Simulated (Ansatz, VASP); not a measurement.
# Two plane-wave programs on C

INCAR

```
SYSTEM = C
ALGO = Normal ; EDIFF = 1E-7
ENCUT = 520 ; GGA = PE
ISIF = 2 ; ISMEAR = 0
LASPH = .True. ; LCHARG = .True.
LELF = .True. ; LREAL = .False.
LVHAR = .True. ; LWAVE = .False.
NBANDS = 36 ; NELM = 60
PREC = Accurate ; SIGMA = 0.05
```

File KPOINTS:

```
k-points
0
Gamma
  12 12 2
  0 0 0
```

Contents of POSCAR:

```
C
1.0
    2.5204761256      0.0000000000      0.0000000000
   -1.2602380628      2.1827963544      0.0000000000
    0.0000000000      0.0000000000     12.4289214365
C
12
Direct
    0.0000000000      0.0000000000      0.1868577048
    0.0000000000      0.0000000000      0.6868577048
    0.0000000000      0.0000000000      0.3131422952
    0.0000000000      0.0000000000      0.8131422952
    0.3333333333      0.6666666667      0.5207667974
    0.6666666667      0.3333333333      0.0207667974
    0.3333333333      0.6666666667      0.9792332026
    0.6666666667      0.3333333333      0.4792332026
    0.3333333333      0.6666666667      0.6450902117
    0.6666666667      0.3333333333      0.1450902117
    0.3333333333      0.6666666667      0.8549097883
    0.6666666667      0.3333333333      0.3549097883
```

Input for Ansatz:

```yaml
crystal:
  lattice:
    - [2.5204761256, 0.0, 0.0]
    - [-1.2602380628, 2.1827963544, 0.0]
    - [0.0, 0.0, 12.4289214365]
  atoms:
    - { symbol: C, position: [0.0, 0.0, 0.1868577048] }
    - { symbol: C, position: [0.0, 0.0, 0.6868577048] }
    - { symbol: C, position: [0.0, 0.0, 0.3131422952] }
    - { symbol: C, position: [0.0, 0.0, 0.8131422952] }
    - { symbol: C, position: [0.3333333333, 0.6666666667, 0.5207667974] }
    - { symbol: C, position: [0.6666666667, 0.3333333333, 0.0207667974] }
    - { symbol: C, position: [0.3333333333, 0.6666666667, 0.9792332026] }
    - { symbol: C, position: [0.6666666667, 0.3333333333, 0.4792332026] }
    - { symbol: C, position: [0.3333333333, 0.6666666667, 0.6450902117] }
    - { symbol: C, position: [0.6666666667, 0.3333333333, 0.1450902117] }
    - { symbol: C, position: [0.3333333333, 0.6666666667, 0.8549097883] }
    - { symbol: C, position: [0.6666666667, 0.3333333333, 0.3549097883] }
basis:
  ecutwfc: 420
kpoints:
  mp_grid: { grid: [12, 12, 2] }
hamiltonian:
  xc: pbe
scf:
  occupations: { method: gaussian, width: 0.05 }
output:
  forces: true
  stress: true
  eigenvalues: true
  write_density: true
  write_potential: true
  elf: true
  volumetric_format: npy
```

This is a hexagonal form of diamond, not graphite.

Alike in both runs: task single point; functional PBE; k mesh 12 × 12 × 2; occupations gaussian, width 0.05 eV; no spin polarisation.

|  | VASP | Ansatz |
| --- | --- | --- |
| version | VASP 6.6.1 | Ansatz 0.2.0 |
| potentials or method | VASP PAW PBE potentials, release 64 (C) | scalar-relativistic, plane waves, PAW |
| plane-wave cutoff (eV) | 520 | 420 |
| valence electrons in the cell | 48 | 48 |

Ansatz gave:

```
gap on the k mesh at the Fermi level (eV) : 4.44
least direct gap on the mesh (eV)         : 5.38
pressure (GPa)                            : 0.0
```

Task: Estimate VASP's values.

Result: gap on the k mesh at the Fermi level (eV): 4.44; least direct gap on the mesh (eV): 5.38; pressure (GPa): 0.7.

The functional is the same, so the differences come from potentials, cutoffs and numerics.
